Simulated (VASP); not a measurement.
Write the native input for VASP 6.6.1 that does the following.

- Task: band structure
- Functional: MS2
- Potentials or basis: VASP PAW PBE potentials, release 64 (W_sv, C)
- Cutoff: 520 eV
- k mesh: 10 × 10 × 9
- Occupations: fermi-dirac, width 0.05 eV
- Spin: no spin polarisation
- Further INCAR settings: ALGO = Normal; EDIFF = 1e-06; NBANDS = 16

The structure of WC (Qusongite) lies in POSCAR:

```
WC
1.0
    2.9065000000      0.0000000000      0.0000000000
   -1.4532500000      2.5171028361      0.0000000000
    0.0000000000      0.0000000000      2.8366000000
W C
1 1
Direct
    0.0000000000      0.0000000000      0.0000000000
    0.6666666667      0.3333333333      0.5000000000
```

One way to write it, as run:

INCAR

```
SYSTEM = WC
ALGO = Normal
EDIFF = 1E-6
ENCUT = 520
ISIF = 2
ISMEAR = -1
LASPH = .TRUE.
LCHARG = .FALSE.
LMAXMIX = 4
LMIXTAU = .TRUE.
LREAL = .FALSE.
LWAVE = .FALSE.
METAGGA = MS2
NBANDS = 16
NELM = 80
PREC = Accurate
SIGMA = 0.05
```

KPOINTS

```
k-points
0
G
  10 10 9
  0 0 0
```

KPOINTS_OPT

```
path GMKGALHA,LM,KH
15
line-mode
reciprocal
 0.0000000000  0.0000000000  0.0000000000  G
 0.5000000000  0.0000000000  0.0000000000  M

 0.5000000000  0.0000000000  0.0000000000  M
 0.3333333333  0.3333333333  0.0000000000  K

 0.3333333333  0.3333333333  0.0000000000  K
 0.0000000000  0.0000000000  0.0000000000  G

 0.0000000000  0.0000000000  0.0000000000  G
 0.0000000000  0.0000000000  0.5000000000  A

 0.0000000000  0.0000000000  0.5000000000  A
 0.5000000000  0.0000000000  0.5000000000  L

 0.5000000000  0.0000000000  0.5000000000  L
 0.3333333333  0.3333333333  0.5000000000  H

 0.3333333333  0.3333333333  0.5000000000  H
 0.0000000000  0.0000000000  0.5000000000  A

 0.5000000000  0.0000000000  0.5000000000  L
 0.5000000000  0.0000000000  0.0000000000  M

 0.3333333333  0.3333333333  0.0000000000  K
 0.3333333333  0.3333333333  0.5000000000  H
```

Potentials or basis: VASP PAW PBE potentials, release 64 (W_sv, C).

Launch:

```bash
$ cat potpaw_PBE.64/W_sv/POTCAR potpaw_PBE.64/C/POTCAR > POTCAR
$ mpirun -np 1 vasp_std > vasp.out
```

It gave:

- Pressure: -0.1 GPa
- Band gap along the path: none (metal or under the smearing width)

Caveat: the PAW data sets were made with another functional, which shifts forces and pressure a little; spin-orbit coupling is left out, which moves the levels of the heavy elements.

Wall time 81 s on 1 thread of Intel(R) Xeon(R) Platinum 8559C (Emerald Rapids), with other jobs on the host, peak memory 0.17 GiB.
